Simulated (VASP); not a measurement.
# GaN (Fm-3m) in VASP: notebook, part 2 of 2

VASP 6.6.1. Earlier steps stand in the parts before.

### 3 Relaxation of cell and atoms, BLYP

INCAR reads:

```
SYSTEM = GaN
AGGAC = 1.0
AGGAX = 1.0
ALDAC = 0.0
ALDAX = 1.0
ALGO = Fast
EDIFF = 1E-7
EDIFFG = -0.01
ENCUT = 600
GGA = B5
IBRION = 2
ISIF = 3
ISMEAR = -1
LASPH = .True.
LCHARG = .False.
LMAXMIX = 4
LREAL = .False.
LWAVE = .False.
MAXMIX = 5
NELM = 60
NSW = 40
PREC = Accurate
SIGMA = 0.05
```

KPOINTS reads:

```
k-points
0
Gamma
  11 11 11
  0 0 0
```

POSCAR reads:

```
GaN
1.0
    0.0000000000      2.1352350000      2.1352350000
    2.1352350000      0.0000000000      2.1352350000
    2.1352350000      2.1352350000      0.0000000000
Ga N
1 1
Direct
    0.0000000000      0.0000000000      0.0000000000
    0.5000000000      0.5000000000      0.5000000000
```

Potentials or basis: VASP PAW PBE potentials, release 64 (Ga_d, N).

On the command line:

```
$ cat potpaw_PBE.64/Ga_d/POTCAR potpaw_PBE.64/N/POTCAR > POTCAR
$ mpirun -np 1 vasp_std > vasp.out
```

OUTCAR:

```text
SYSTEM = GaN
   EDIFF = 1E-7
   EDIFFG = -0.01
   ENCUT = 600
   GGA = B5
   IBRION = 2
   ISIF = 3
   ISMEAR = -1
   LASPH = .True.
   LREAL = .False.
   NELM = 60
   NSW = 40
   PREC = Accurate

 ion  position               nearest neighbor table
   1  0.000  0.000  0.000-   2 2.14   2 2.14   2 2.14   2 2.14   2 2.14   2 2.14
   2  0.500  0.500  0.500-   1 2.14   1 2.14   1 2.14   1 2.14   1 2.14   1 2.14

  LATTYP: Found a face centered cubic cell.
 ALAT       =     4.2704700000

  Lattice vectors:

 A1 = (   0.0000000000,   2.1352350000,   2.1352350000)
 A2 = (   2.1352350000,   0.0000000000,   2.1352350000)
 A3 = (   2.1352350000,   2.1352350000,   0.0000000000)

Analysis of symmetry for initial positions (statically):
=====================================================================
 Subroutine PRICEL returns:
 Original cell was already a primitive cell.

 Routine SETGRP: Setting up the symmetry group for a
 face centered cubic supercell.

 Subroutine GETGRP returns: Found 48 space group operations
 (whereof 48 operations were pure point group operations)
 out of a pool of 48 trial point group operations.

The static configuration has the point symmetry O_h .

Analysis of symmetry for dynamics (positions and initial velocities):
=====================================================================
 Subroutine PRICEL returns:
 Original cell was already a primitive cell.

 Routine SETGRP: Setting up the symmetry group for a
 face centered cubic supercell.

 Subroutine GETGRP returns: Found 48 space group operations
 (whereof 48 operations were pure point group operations)
 out of a pool of 48 trial point group operations.

The dynamic configuration has the point symmetry O_h .

 Subroutine INISYM returns: Found 48 space group operations
 (whereof 48 operations are pure point group operations),
 and found     1 'primitive' translations

----------------------------------------------------------------------------------------
[... 138 lines left out ...]
  ext. energy  EPLUGINS =         0.00000000
  ---------------------------------------------------
  free energy    TOTEN  =        -9.83295011 eV

  energy without entropy =       -9.83283273  energy(sigma->0) =       -9.83289142

------------------------ aborting loop because EDIFF is reached ----------------------------------------

  FORCE on cell =-STRESS in cart. coord.  units (eV):
  Direction    XX          YY          ZZ          XY          YZ          ZX
  --------------------------------------------------------------------------------------
  -------------------------------------------------------------------------------------
  Total        1.0489925      1.0489925      1.0489925     -0.0000000     -0.0000000      0.0000000
  in kB       86.3208924     86.3208924     86.3208924     -0.0000000     -0.0000000      0.0000000
  external PRESSURE =      86.3208924 kB  Pullay stress =       0.0000000 kB
[... 59 lines left out ...]
--------------------------------------- Ionic step        3  -------------------------------------------

 number of electron      17.9999988 magnetization

 Free energy of the ion-electron system (eV)
  ---------------------------------------------------
  ext. energy  EPLUGINS =         0.00000000
  ---------------------------------------------------
  free energy    TOTEN  =        -9.85509716 eV

  energy without entropy =       -9.85426764  energy(sigma->0) =       -9.85468240

 E-fermi :   7.5491     XC(G=0): -12.0573

 val. band max:        7.4083955359   @ k =  -0.1818   0.1818   0.0000
 cond. band min:       7.6009012410   @ k =   0.4545   0.4545   0.0000
 fundamental gap:      0.1925057050
 Fermi energy:         7.5491132780

 k-point     1 :       0.0000    0.0000    0.0000
  band No.  band energies     occupation
      1      -9.0675      2.00000
      2      -6.7541      2.00000
      3      -6.7541      2.00000
      4      -6.7541      2.00000
      5      -6.6790      2.00000
      6      -6.6790      2.00000
      7       6.9464      1.99999
      8       6.9464      1.99999
      9       6.9464      1.99999
     10       8.8645      0.00000
     11      22.0491      0.00000
     12      22.0495      0.00000
     13      22.0499      0.00000
[... 354 lines left out ...]
  band No.  band energies     occupation
      1      -7.7704      2.00000
      2      -6.7926      2.00000
      3      -6.7825      2.00000
      4      -6.7758      2.00000
      5      -6.6818      2.00000
      6      -6.4431      2.00000
      7       2.6574      2.00000
      8       5.3165      2.00000
      9       7.4084      1.88689
     10      12.8319      0.00000
     11      15.5390      0.00000
     12      17.2963      0.00000
     13      17.5399      0.00000

 [... further k-points ...]

------------------------ aborting loop because EDIFF is reached ----------------------------------------

  FORCE on cell =-STRESS in cart. coord.  units (eV):
  Direction    XX          YY          ZZ          XY          YZ          ZX
  --------------------------------------------------------------------------------------
  -------------------------------------------------------------------------------------
  Total       -0.0079523     -0.0079523     -0.0079523     -0.0000000      0.0000000      0.0000000
  in kB       -0.6265918     -0.6265918     -0.6265918     -0.0000000      0.0000000      0.0000000
  external PRESSURE =      -0.6265918 kB  Pullay stress =       0.0000000 kB
[... 17 lines left out ...]
  FREE ENERGIE OF THE ION-ELECTRON SYSTEM (eV)
  ---------------------------------------------------
  free  energy   TOTEN  =        -9.8550971596 eV

  energy  without entropy=       -9.8542676440  energy(sigma->0) =       -9.85468240

 reached required accuracy - stopping structural energy minimisation
```

OSZICAR:

```text
N       E                     dE             d eps       ncg     rms          rms(c)
DAV:   1     0.963603345926E+02    0.96360E+02   -0.10587E+04  1562   0.281E+03
DAV:   2    -0.386685777805E+01   -0.10023E+03   -0.94159E+02  1566   0.393E+02
DAV:   3    -0.118928732531E+02   -0.80260E+01   -0.79211E+01  1671   0.968E+01
[... 31 lines left out ...]
RMM:   5    -0.985508735739E+01   -0.45513E-04   -0.10641E-03  1761   0.378E-01    0.403E-02
RMM:   6    -0.985509530355E+01   -0.79462E-05   -0.17335E-04  1852   0.176E-01    0.271E-02
RMM:   7    -0.985509667102E+01   -0.13675E-05   -0.23390E-05  1928   0.574E-02    0.163E-02
RMM:   8    -0.985509695930E+01   -0.28828E-06   -0.37348E-06  1743   0.268E-02    0.567E-03
RMM:   9    -0.985509717187E+01   -0.21257E-06   -0.97863E-07  1397   0.119E-02    0.372E-04
RMM:  10    -0.985509715958E+01    0.12296E-07   -0.22323E-07  1023   0.684E-03
   3 F= -.98550972E+01 E0= -.98546824E+01  d E =-.221471E-01
```

CONTCAR:

```text
GaN
   1.00000000000000
    -0.0000000000000000    2.1663538514070240    2.1663538514070240
     2.1663538514070240   -0.0000000000000000    2.1663538514070240
     2.1663538514070240    2.1663538514070240   -0.0000000000000000
  Ga              N
     1     1
Direct
     0.0000000000000000    0.0000000000000000    0.0000000000000000
     0.5000000000000000    0.5000000000000000    0.5000000000000000

  0.00000000E+00  0.00000000E+00  0.00000000E+00
  0.00000000E+00  0.00000000E+00  0.00000000E+00
```

It took 31 s on 1 thread of Intel Xeon 6975P-C (Granite Rapids), shared host; peak memory 0.15 GiB.

Results:

- Free energy: -9.8551 eV
- Relaxed volume: 10.17 Å³/atom
- Relaxed cell: a = 3.064 Å, b = 3.064 Å, c = 3.064 Å, α = 60.00°, β = 60.00°, γ = 60.00°
- Space group after relaxing (to 0.05 Å): Fm-3m (No. 225)
- Energy gained by relaxing: 11.1 meV/atom
- Ionic steps: 3
- Pressure after relaxing: -0.1 GPa
- Band gap on the k mesh: 0.19 eV, indirect (least direct gap 1.92 eV)

Step by step:
```tsv
step	energy change (eV)	largest force (eV/Å)	pressure (GPa)	volume (Å³)
1	0.0000	0.0000	8.63	19.47
2	-0.0113	0.0000	-5.18	20.99
3	-0.0221	0.0000	-0.06	20.33
```

Final structure:
```yaml
crystal:
  lattice:
    - [0.00000, 2.16635, 2.16635]
    - [2.16635, 0.00000, 2.16635]
    - [2.16635, 2.16635, 0.00000]
  atoms:
    - { symbol: Ga, position: [0.00000, 0.00000, 0.00000] }
    - { symbol: N, position: [0.50000, 0.50000, 0.50000] }
```

Levels at points of the mesh, in eV from the valence-band top:
| k point | band 7 | band 8 | band 9 | band 10 | band 11 | band 12 |
| --- | --- | --- | --- | --- | --- | --- |
| (0.00, 0.00, 0.00) | -0.46 | -0.46 | -0.46 | 1.46 | 14.64 | 14.64 |

Caveat: the PAW data sets were made with another functional, which shifts forces and pressure a little; an odd mesh through Γ misses points on the zone boundary, where band edges often lie. A hybrid or GW would open this gap; BLYP tends to underestimate it.

### 4 The reference run

An earlier run on the cell as given: functional PBE; potentials or basis VASP PAW PBE potentials, release 64 (Ga_d, N); cutoff 520 eV; k mesh 11 × 11 × 11; occupations fermi-dirac, width 0.05 eV; no spin polarisation.

- Pressure: 0.4 GPa
- Band gap on the k mesh: 0.54 eV, indirect (least direct gap 2.37 eV)

### 5 Summary

```tsv
task	level	cell	cutoff (eV)	other keys	gap on the mesh (eV)	pressure (GPa)	relaxed volume (Å³/atom)
relaxation of cell and atoms	BLYP+D4	relaxed	600	-	0.64	0.0	9.47
relaxation of cell and atoms	BLYP	relaxed	600	LMAXMIX = 4; MAXMIX = 5	0.19	-0.1	10.17
single point	PBE	as given	520	-	0.54	0.4	-
```

Alike in all rows: potentials or basis VASP PAW PBE potentials, release 64 (Ga_d, N); no spin polarisation; k mesh 11 × 11 × 11; smearing fermi-dirac 0.05 eV.

Caveats: an odd mesh through Γ misses points on the zone boundary, where band edges often lie; the PAW data sets were made with another functional, which shifts forces and pressure a little (some runs).

Absolute energies hang on the potentials; compare differences alone.
